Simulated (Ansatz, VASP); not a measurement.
# Si: VASP beside Ansatz

```
Si
1.0
     3.84753    0.00000    0.00000
    -1.92376    3.33205    0.00000
     0.00000    0.00000   18.44160
Si
4
Direct
  0.33333 0.66667 0.26954
  0.66667 0.33333 0.24401
  0.00000 0.00000 0.52282
  0.66667 0.33333 0.49729
```

Alike in both runs: task single point; functional PBE; dispersion D3(BJ); k mesh 9 × 9 × 1; occupations gaussian, width 0.1 eV; no spin polarisation.

|  | VASP | Ansatz |
| --- | --- | --- |
| version | VASP 6.6.1 | Ansatz 0.2.0 |
| potentials or method | VASP PAW PBE potentials, release 64 (Si) | scalar-relativistic, plane waves, PAW |
| plane-wave cutoff (eV) | 520 | 420 |
| valence electrons in the cell | 16 | 16 |

Ansatz gave:

```
gap on the k mesh at the Fermi level (eV) : 0.04
least direct gap on the mesh (eV)         : 0.04
rms of the force components (eV/Å)        : 0.055
```

Task: Estimate VASP's values.

Result: gap on the k mesh at the Fermi level (eV): 0.04; least direct gap on the mesh (eV): 0.04; rms of the force components (eV/Å): 0.054.

Atom by atom the forces differ by 0.003 eV/Å (rms over components). Ansatz warned: «xc_potential_rough_in_thin_density».
